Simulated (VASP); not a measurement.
# Ge: kinetic-energy density

Ge, Fd-3m (no. 227), 2 atoms in the cell. PBE; PAW potentials Ge_d (PBE set).

## Input

INCAR:
```
ALGO = Normal
EDIFF = 1E-7
ENCUT = 520
ISIF = 2
ISMEAR = 0
LASPH = T
LCHARG = T
LREAL = F
LTAU = T
LWAVE = F
NELM = 100
PREC = Accurate
SIGMA = 0.02
```

KPOINTS:
```
k-points
0
Gamma
  7 7 7
```

POSCAR:
```
Ge
1.0
    0.0000000000      2.8289100000      2.8289100000
    2.8289100000      0.0000000000      2.8289100000
    2.8289100000      2.8289100000      0.0000000000
Ge
2
Direct
    0.7500000000      0.7500000000      0.7500000000
    0.5000000000      0.5000000000      0.5000000000
```

Commands:
```
cat potpaw_PBE.64/Ge_d/POTCAR > POTCAR
mpirun -np 1 vasp_std > vasp.out
```

## Result

- Kinetic energy of the pseudo orbitals (eV): 217.74

VASP 6.6.1 took 18 s on 1 core (Intel Xeon Platinum 8488C (Sapphire Rapids)), a shared host.
